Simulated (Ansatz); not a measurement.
Set up this calculation in Ansatz 0.2.0, as the native input.

* Task: single point
* Functional: PBEsol
* Potentials or basis: all-electron LAPW, scalar-relativistic
* Cutoff: 304 eV (chosen from the basis error)
* Basis error allowed: 0.001 eV/atom
* k mesh: 10 × 10 × 3
* Occupations: fermi-dirac, width 0.05 eV
* Spin: no spin polarisation

Crystal: WS2 (Tungstenite).

```xyz
6
Lattice="3.1800 0.0000 0.0000 -1.5900 2.7540 0.0000 0.0000 0.0000 12.5000" Properties=species:S:1:pos:R:3 pbc="T T T"
W     1.6038    0.9147    9.3564
W     0.0428    1.8620    3.1020
S     1.5459    0.9056    4.6321
S    -0.0016    1.8335   10.8725
S     1.6324    0.9377    1.5269
S     0.0472    1.8611    7.8303
```

The cell isn't the ideal one: atoms moved at random, drawn with an rms of 0.05 Å.

One way to write it, as run:

input.yaml

```yaml
crystal:
  lattice:
    - [3.18, 0.0, 0.0]
    - [-1.59, 2.753960784, 0.0]
    - [0.0, 0.0, 12.5]
  atoms:
    - { symbol: W, position: [0.670413, 0.332132, 0.748511] }
    - { symbol: W, position: [0.351526, 0.676113, 0.248159] }
    - { symbol: S, position: [0.650548, 0.328846, 0.370564] }
    - { symbol: S, position: [0.332383, 0.665762, 0.869796] }
    - { symbol: S, position: [0.683593, 0.340496, 0.122155] }
    - { symbol: S, position: [0.352736, 0.675784, 0.626421] }
kpoints:
  mp_grid: { grid: [10, 10, 3] }
scf:
  occupations: { method: fermi_dirac, width: 0.05 }
hamiltonian:
  xc: pbesol
  pseudopotentials: { kind: all_electron, lapw: { basis_error: 0.001 } }
output:
  forces: true
  stress: true
  eigenvalues: true
  populations: true
```

Potentials or basis: all-electron LAPW, scalar-relativistic.

Command:

```console
$ ansatz run input.yaml --threads 4 --pin off --max-ram 12288MiB --backend cpu --events-out ev --progress --plain --runs-dir out
```

Results of the run:

| Item | Value |
| --- | --- |
| Pressure | 0.3 GPa |
| Largest force | 1.343 eV/Å |
| Band gap on the k mesh | 1.07 eV, indirect (least direct gap 1.89 eV) |

Caveat: spin-orbit coupling is left out, which moves the levels of the heavy elements; an odd mesh through Γ misses points on the zone boundary, where band edges often lie.

Wall time 4.9 min on 4 threads of Arm Neoverse V1 (shared host), peak memory 2.4 GiB.
